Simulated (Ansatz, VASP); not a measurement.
## TiTe2 in VASP and in Ansatz

The input INCAR:

```
PREC = Accurate ; ENCUT = 520
EDIFF = 1E-6 ; ISMEAR = 0
SIGMA = 0.1 ; LREAL = F
LASPH = T ; NELM = 100
ALGO = Fast ; ISIF = 2
LWAVE = F ; LCHARG = F
GGA = PS ; NBANDS = 19
```

The input KPOINTS:

```
regular mesh
0
Gamma
  15 15 8
```

POSCAR

```
TiTe2
1.0
    3.9754067442      0.0000000000      0.0000000000
   -1.9877033721      3.4428032309      0.0000000000
    0.0000000000      0.0000000000      6.2545199400
Ti Te
1 2
Direct
    0.0000000000      0.0000000000      0.0000000000
    0.6666666667      0.3333333333      0.2156799295
    0.3333333333      0.6666666667      0.7843200705
```

Input for Ansatz:

```yaml
crystal:
  lattice:
    - [3.9754067442, 0.0, 0.0]
    - [-1.9877033721, 3.4428032309, 0.0]
    - [0.0, 0.0, 6.25451994]
  atoms:
    - { symbol: Ti, position: [0.0, 0.0, 0.0] }
    - { symbol: Te, position: [0.6666666667, 0.3333333333, 0.2156799295] }
    - { symbol: Te, position: [0.3333333333, 0.6666666667, 0.7843200705] }
basis:
  ecutwfc: 420
kpoints:
  mp_grid: { grid: [15, 15, 8] }
hamiltonian:
  xc: pbesol
scf:
  occupations: { method: gaussian, width: 0.1 }
output:
  forces: true
  stress: true
  eigenvalues: true
```

Alike in both runs: task single point; functional PBEsol; k mesh 15 × 15 × 8; occupations gaussian, width 0.1 eV; no spin polarisation.

```csv
,VASP,Ansatz
version,VASP 6.6.1,Ansatz 0.2.0
potentials or method,"VASP PAW PBE potentials, release 64 (Ti_sv, Te)","scalar-relativistic, plane waves, PAW"
plane-wave cutoff (eV),520,420
valence electrons in the cell,24,44
```

Ansatz gave:

```
gap on the k mesh at the Fermi level (eV)       : none
pressure (GPa)                                  : 5.3
largest component of the traceless stress (GPa) : 3.70
rms of the force components (eV/Å)              : 1.013
```

**Question.** Which values does VASP return?

**Answer.** gap on the k mesh at the Fermi level (eV): none; pressure (GPa): 5.3; largest component of the traceless stress (GPa): 3.67; rms of the force components (eV/Å): 1.019.

Atom by atom the forces differ by 0.006 eV/Å (rms over components). A gap of «none» marks a metal or a gap that the smearing closes. The two sets of potentials don't hold the same shells in valence.

Caveats: the PAW data sets were made with another functional, which shifts forces and pressure a little (VASP); this functional lacks dispersion, which binds the layers, so the pressure and a relaxed spacing across them are unreliable. The runs have no spin-orbit coupling, so splittings on Te are missing.
